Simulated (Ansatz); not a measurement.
Theory: Ansatz 0.2.0, DFT PBE, scalar-relativistic, plane waves, PAW. All cells share a 420 eV cutoff and Γ-centred k meshes spaced at most about 0.3 Å⁻¹ (about 0.25 or finer for metals, 2π included). No spin polarisation in the final relaxations.

All energies are static (0 K, no zero-point motion).

Two relaxed structures of Cd:

A.

```yaml
crystal:
  lattice:
    - [3.01873, 0.00000, 0.00000]
    - [-1.50937, 2.61430, 0.00000]
    - [0.00000, 0.00000, 5.79914]
  atoms:
    - { symbol: Cd, position: [0.66667, 0.33333, 0.75000] }
    - { symbol: Cd, position: [0.33333, 0.66667, 0.25000] }
```

B.

```yaml
crystal:
  lattice:
    - [1.65789, 0.95718, 2.41667]
    - [-1.65789, 0.95718, 2.41667]
    - [0.00000, -1.91437, 2.41667]
  atoms:
    - { symbol: Cd, position: [0.00000, 0.00000, 0.00000] }
```

Task: Which would you expect to be lower, and how large is the difference?

Result: They are level within the accuracy (6 meV/atom apart, with A the lower in these runs). A has the hcp type, space group P6_3/mmc (No. 194), 22.9 Å³/atom and no gap on its mesh; B has the alpha-mercury type, space group R-3m (No. 166), 23.0 Å³/atom and no gap. Counting all near atoms (those within 1.25 times the shortest distance at each site; a plus sign parts nearer from farther groups), A has Cd 6+6 and B has Cd 12. In A, Cd has 6 Cd at 3.02 Å and 6 Cd at 3.38 Å. In B, Cd has 6 Cd at 3.08 Å and 6 Cd at 3.32 Å. One comes from a distorted database cell, the other from an invented guess. The part of the Crystallography Open Database at hand lists Cd in space group No. 194; sharing a group (P6_3/mmc) doesn't make a cell the listed structure.

The k mesh leaves some 4 meV/atom of noise in the energy of each metallic cell.
